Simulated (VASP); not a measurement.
**Sb: single point with r2SCAN**

The system is Sb.

```
CELL_PARAMETERS angstrom
-1.85010 1.85010 1.85010
1.85010 -1.85010 1.85010
1.85010 1.85010 -1.85010
ATOMIC_POSITIONS crystal
Sb 0.00000 0.00000 0.00000
```

The cell isn't the ideal one: functional r2SCAN, strained and moved within the space group.

```yaml
Program: VASP 6.6.1
Task: single point
Functional: r2SCAN
Potentials_or_basis: VASP PAW PBE potentials, release 64 (Sb)
Cutoff: 520 eV
k_mesh: 16 × 16 × 16
Occupations: gaussian, width 0.1 eV
Spin: no spin polarisation
```

```
Pressure               : 4.4 GPa
Band gap on the k mesh : none (metal or under the smearing width)
```

Levels at points of the mesh, in eV from the Fermi level:
| k point | band 1 | band 2 | band 3 | band 4 | band 5 | band 6 | band 7 | band 8 |
| --- | --- | --- | --- | --- | --- | --- | --- | --- |
| (0.00, 0.00, 0.00) | -13.94 | 6.34 | 6.34 | 6.34 | 11.24 | 11.24 | 11.24 | 12.74 |
| (0.50, 0.00, 0.00) | -9.23 | -6.26 | 1.88 | 4.30 | 7.27 | 7.37 | 15.22 | 16.32 |
| (0.50, 0.50, 0.50) | -5.25 | -2.31 | -2.31 | -2.31 | 3.25 | 3.25 | 18.77 | 18.77 |

It took 23 s on 1 thread of Intel(R) Xeon(R) 6975P-C (Granite Rapids) (shared host), peak memory 0.16 GiB.

Caveat: the PAW data sets were made with another functional, which shifts forces and pressure a little. The run has no spin-orbit coupling, so splittings on Sb are missing.
